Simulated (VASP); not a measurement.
Here is a VASP 6.6.1 calculation.

INCAR

```
PREC     = Accurate       # precision mode
ENCUT    = 520            # plane-wave cutoff, eV
EDIFF    = 1E-7           # SCF threshold, eV
ISMEAR   = 0              # smearing method
SIGMA    = 0.05           # smearing width, eV
LREAL    = F              # projectors in reciprocal space
LASPH    = T              # aspherical terms in the spheres
NELM     = 80             # most SCF steps
ALGO     = Fast           # electronic algorithm
ISIF     = 2              # what is computed and relaxed
LWAVE    = F              # write WAVECAR
LCHARG   = T              # write CHGCAR
GGA      = CA             # functional
LELF     = T              # ELF
LVHAR    = T            
NBANDS   = 17             # bands
```

Contents of KPOINTS:

```
Automatic mesh
0
Gamma
  6 6 6
```

File POSCAR:

```
SnSe
1.0
    3.5981127361      0.0000000000      0.0000000000
    0.0000000000      3.5981127361      0.0000000000
    0.0000000000      0.0000000000      3.5981127361
Sn Se
1 1
Direct
    0.0000000000      0.0000000000      0.0000000000
    0.5000000000      0.5000000000      0.5000000000
```

Potentials or basis: VASP PAW LDA potentials, release 64 (Sn_d, Se).

Run with:

```console
$ cat potpaw_LDA.64/Sn_d/POTCAR potpaw_LDA.64/Se/POTCAR > POTCAR
$ mpirun -np 1 vasp_std > vasp.out
```

Task: Predict the pressure.

Result: -0.6 GPa.

Task: Estimate the band gap on the k mesh.

Result: None (metal or under the smearing width).
